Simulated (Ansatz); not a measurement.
TlCl (CsCl type), relaxed with r2SCAN, was run in Ansatz 0.2.0 under altered settings. All numbers are computed, without spin polarisation but where a row says otherwise.

```yaml
crystal:
  lattice:
    - [3.83883, 0.00000, 0.00000]
    - [0.00000, 3.83883, 0.00000]
    - [0.00000, 0.00000, 3.83883]
  atoms:
    - { symbol: Tl, position: [0.00000, 0.00000, 0.00000] }
    - { symbol: Cl, position: [0.50000, 0.50000, 0.50000] }
```

The base run's other keys:
```yaml
kpoints:
  mp_grid: { grid: [4, 4, 4] }
hamiltonian:
  xc: hse06
scf:
  occupations: { method: fixed }
  n_extra_bands: 4
```

It takes 11 iterations with 1141 plane waves at 420 eV and 10 k points, and leaves a mean stress of +0.94 GPa. The gap over this mesh is 2.848 eV. It ran on 4 threads of Arm Neoverse N1 (shared host).

Outcomes, with energy and stress as changes against the base:
```tsv
setting	outcome	ΔF (meV/atom)	Δ mean stress (GPa)	gap on the mesh (eV)	iterations	wall time
PBE hybrid, exx coeff 0.75, omega 0.2078 1/Å	converged	–	-0.6	4.485	16	13 s
PBE hybrid, exx coeff 0.3, omega 0.3 1/Å	converged	–	0.0	2.788	11	10 s
scf.exx.singularity: regularized	converged	+0.8	0.0	2.847	11	10 s
scf.exx.singularity: wigner_seitz	converged	0.0	0.0	2.848	11	10 s
scf.mixing.preconditioner: kerker	converged	0.0	0.0	2.848	11	10 s
```
A dash marks a value that wasn't obtained or can't be compared. Stress is positive in compression. The base took 10 s.

- PBE hybrid, exx coeff 0.75, omega 0.2078 1/Å. That is 75 % exact exchange, screened with ω = 0.2078 1/Å, against HSE06's 25 % screened at 0.208 1/Å. The mean stress moves by -0.6 GPa and the gap on the mesh by +1.637 eV (to 4.485). Totals of different functionals aren't comparable.
- PBE hybrid, exx coeff 0.3, omega 0.3 1/Å. That is 30 % exact exchange, screened with ω = 0.3 1/Å, against HSE06's 25 % screened at 0.208 1/Å. The mean stress moves by 0.0 GPa and the gap on the mesh by -0.060 eV (to 2.788). Totals of different functionals aren't comparable.

Within 1 meV an atom, 0.1 GPa and 0.005 eV of the base stay: scf.exx.singularity: regularized; scf.exx.singularity: wigner_seitz; scf.mixing.preconditioner: kerker.

Spin-orbit coupling is left out; in compounds of Pb, Bi, Tl or Hg it can lower a gap by up to about 1 eV, split its edges or invert the bands.

The stress of a hybrid is loosely converged in these runs.

The meshes of the hybrids are coarse, so their gaps aren't converged to the digits shown.
